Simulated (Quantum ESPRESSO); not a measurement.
AlN:

```xyz
2
Lattice="0.0000 2.1840 2.1840 2.1840 0.0000 2.1840 2.1840 2.1840 0.0000" Properties=species:S:1:pos:R:3 pbc="T T T"
Al    0.0000    0.0000    0.0000
N     1.0920    1.0920    1.0920
```

Measurements of this composition are mostly on another form, of space group No. 186.

| Property | Result |
| --- | --- |
| Program | Quantum ESPRESSO 7.5 |
| Task | phonons and Raman activities |
| Functional | PBE |
| Potentials or basis | PseudoDojo 0.4.1 SR PBE standard |
| Cutoff | 1143 eV |
| Density cutoff | 4572 eV |
| k mesh | 6 × 6 × 6, shifted |
| Occupations | fermi-dirac, width 0.05 eV |
| Spin | no spin polarisation |
| Mixing beta | 0.5 |
| Most SCF iterations | 120 |
| SCF threshold | 4e-10 Ry |

The cell and the atoms were relaxed first, to 10.65 Å³/atom (a = 3.112 Å, b = 3.112 Å, c = 3.112 Å, α = 60.00°, β = 60.00°, γ = 60.00°), and the response was taken there.

The first run showed a gap, so the response started from a second, tighter run with fixed occupations.

Where do the zone-centre optical modes lie?

T2 at 642 cm⁻¹ (IR and Raman). Polar modes are given without the macroscopic field (transverse values).

Optical modes at Γ, degenerate ones joined, polar ones without the macroscopic field:
| cm⁻¹ | components | symmetry | active in | IR intensity, summed ((D/Å)²/amu) |
| --- | --- | --- | --- | --- |
| 642 | 3 | T2 | IR and Raman | 47.91 |

Non-resonant Raman activities from finite differences of the dielectric tensor, degenerate modes summed:
| cm⁻¹ | modes | symmetry | activity (Å⁴/amu) |
| --- | --- | --- | --- |
| 642 | 3 | T2 | 20.9 |

Zone-centre frequencies without and with the macroscopic field along z (cm⁻¹):
```csv
,optical modes in rising order
without,642 642 642
with the field,642 642 873
```
